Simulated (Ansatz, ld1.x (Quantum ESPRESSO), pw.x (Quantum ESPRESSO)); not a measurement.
From atom to crystal: RRKJ potential for iron

- Element: iron (Fe)
- Generator: ld1.x (Quantum ESPRESSO) 7.5
- Type: norm-conserving RRKJ (Kleinman–Bylander form)
- Functional: PBEsol
- Relativity: scalar-relativistic
- Frozen core: [Ar]
- Valence charge: 8
- Reference configuration: 3d6 4s1 4p0 (charge +1)
- Partial waves: 4p (bound, empty): rc 2.75 bohr; 3d (bound): rc 1.70 bohr; 4s (bound): rc 1.85 bohr
- Local potential: the s channel
- Core correction: none

Crystal test: bcc Fe in pw.x 7.5, no spin, 17³ k-points, Fermi–Dirac smearing 0.01 Ry, cutoffs 110/440 Ry. The reference is all-electron LAPW (Ansatz 0.2.0) with the same functional, mesh and smearing; V0 and B0 come from Birch–Murnaghan fits to the pressures at five volumes. Errors are pseudo minus all-electron; Δ is the rms difference of the E(V) curves that follow from these fits, minima aligned, over ±6 % about the mean V0. Mesh and smearing are coarse, so the numbers serve the comparison and aren't converged zero-temperature values; the lattice is a test structure that the element need not adopt. Spin polarisation and strong correlation are left out, which matters for this element.

```
V (Å³/atom)  P all-electron (GPa)  P pseudo (GPa)
      9.636                 17.18           39.07
      9.889                  8.13           28.10
     10.143                  0.26           18.49
     10.397                 -6.58           10.08
     10.650                -12.53            2.74
```

All-electron: a0 = 2.728 Å (V0 = 10.15 Å³/atom), B0 = 292.0 GPa.

Pseudopotential: mean pressure error (GPa): +18.41. The pressure does not cross zero within the volumes sampled, so no fit is given. The largest radius (2.75 bohr) exceeds half the bond length (2.23 bohr), so the spheres overlap, which is one possible source of error among others. This is a poor potential for the solid. Atomic configuration tests: 1 of 7 tests not solved or not reliable.

Task: At the middle volume, how do free energy and pressure move when the wave cutoff is lowered (ecutrho kept at four times it)?

Result:

```json
{"cutoff (Ry)": "50", "shift of F (meV/atom)": "+1325.1", "shift of P (GPa)": "-186.34"}
{"cutoff (Ry)": "66", "shift of F (meV/atom)": "+54.1", "shift of P (GPa)": "+0.30"}
{"cutoff (Ry)": "88", "shift of F (meV/atom)": "+4.5", "shift of P (GPa)": "-0.58"}
```

Input at the middle volume:

```
&control
  calculation='scf', prefix='x', pseudo_dir='./', outdir='./tmp', tstress=.true., disk_io='low'
/
&system
  ibrav=0, nat=1, ntyp=1, ecutwfc=110, ecutrho=440, nbnd=11,
  occupations='smearing', smearing='fd', degauss=0.01
/
&electrons
  conv_thr=1e-09, mixing_beta=0.4, electron_maxstep=70
/
ATOMIC_SPECIES
Fe 1.0 Fe.UPF
CELL_PARAMETERS angstrom
  -1.36364758 1.36364758 1.36364758
  1.36364758 -1.36364758 1.36364758
  1.36364758 1.36364758 -1.36364758
ATOMIC_POSITIONS crystal
Fe 0.0000 0.0000 0.0000
K_POINTS automatic
17 17 17 0 0 0
```

```bash
pw.x < Fe.scf.in > Fe.scf.out
```

Lines of the output:

```
Message from routine setup:
     using ibrav=0 with symmetry is DISCOURAGED, use correct ibrav instead
     lattice parameter (alat)  =       4.4634  a.u.
     unit-cell volume          =      68.4484 (a.u.)^3
     number of electrons       =         8.00
     number of Kohn-Sham states=           11
     kinetic-energy cutoff     =     110.0000  Ry
     charge density cutoff     =     440.0000  Ry
     scf convergence threshold =      1.0E-09
     Exchange-correlation= PBESOL
     number of k points=   165  Fermi-Dirac smearing, width (Ry)=  0.0100
     iteration #  1     ecut=   110.00 Ry     beta= 0.40
     total energy              =     -39.97474915 Ry
     estimated scf accuracy    <       1.27539156 Ry
     iteration #  2     ecut=   110.00 Ry     beta= 0.40
     total energy              =     -40.17228454 Ry
     estimated scf accuracy    <       0.00609474 Ry
     iteration #  3     ecut=   110.00 Ry     beta= 0.40
     total energy              =     -40.17415433 Ry
     estimated scf accuracy    <       0.00020990 Ry
     iteration #  4     ecut=   110.00 Ry     beta= 0.40
     total energy              =     -40.17417476 Ry
     estimated scf accuracy    <       0.00010558 Ry
     iteration #  5     ecut=   110.00 Ry     beta= 0.40
     total energy              =     -40.17419695 Ry
     estimated scf accuracy    <       0.00000677 Ry
     iteration #  6     ecut=   110.00 Ry     beta= 0.40
     total energy              =     -40.17419895 Ry
     estimated scf accuracy    <       0.00000180 Ry
     iteration #  7     ecut=   110.00 Ry     beta= 0.40
     total energy              =     -40.17419921 Ry
     estimated scf accuracy    <       0.00000002 Ry
     iteration #  8     ecut=   110.00 Ry     beta= 0.40
     total energy              =     -40.17419921 Ry
     estimated scf accuracy    <          1.3E-09 Ry
     iteration #  9     ecut=   110.00 Ry     beta= 0.40
     total energy              =     -40.17419921 Ry
     estimated scf accuracy    <          1.9E-09 Ry
     iteration # 10     ecut=   110.00 Ry     beta= 0.40
     the Fermi energy is    16.1348 ev
!    total energy              =     -40.17419921 Ry
     estimated scf accuracy    <          4.6E-12 Ry
     smearing contrib. (-TS)   =      -0.01243714 Ry
     The total energy is F=E-TS. E is the sum of the following terms:
     one-electron contribution =       7.93941717 Ry
     hartree contribution      =       5.43183845 Ry
     xc contribution           =      -8.34129667 Ry
     ewald contribution        =     -45.19172103 Ry
     convergence has been achieved in  10 iterations
          total   stress  (Ry/bohr**3)                   (kbar)     P=      184.95
```

The run at the middle volume (165 k-points, 10 iterations) took about 24 s on one core of a shared host (Neoverse-V2, 32 threads, 247 GiB, load 19).
